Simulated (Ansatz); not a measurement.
# Formation energy of CdTe in the zincblende structure

Level of theory: DFT, PBE with spin–orbit coupling, two-component spinors; plane waves to 420 eV with PAW datasets (Ansatz 0.2.0), Γ-centred 10×10×10 mesh, 0.05 eV Gaussian smearing. The datasets are Ansatz's generated set soft_2.

The compound is reported in the structure type of the start.

The structure is cubic, space group F-43m (No. 216). Conventional cell: a = 6.619 Å, b = 6.619 Å, c = 6.619 Å, α = 90.00°, β = 90.00°, γ = 90.00°. Cd (site symmetry -43m) is surrounded by 4 Te at 2.87 Å. Around Te (site symmetry -43m) lie 4 Cd at 2.87 Å. (Shells end 15 % past the nearest neighbour.)

The elements were computed in their standard states with the same datasets, cutoff and functional. Absolute energies hang on the potentials; compare differences alone.

Energy of the relaxed cell (2 atoms, smearing extrapolated to zero): -15240.741 eV. Elements, in eV/atom: Cd -8257.145, Te -6982.686.

Problem. What is the formation energy?

Solution. [-15240.741 − (1 × -8257.145 + 1 × -6982.686)] / 2 = -0.45 eV/atom, or -44 kJ per mole of atoms.

The value is for 0 K, without zero-point energy. A negative value shows stability against the elements alone, not against other compounds or structures.

Formal charges Cd²⁺, Te²⁻ balance and leave closed shells on every ion, so a band insulator is expected, and the gap is 0.32 eV.
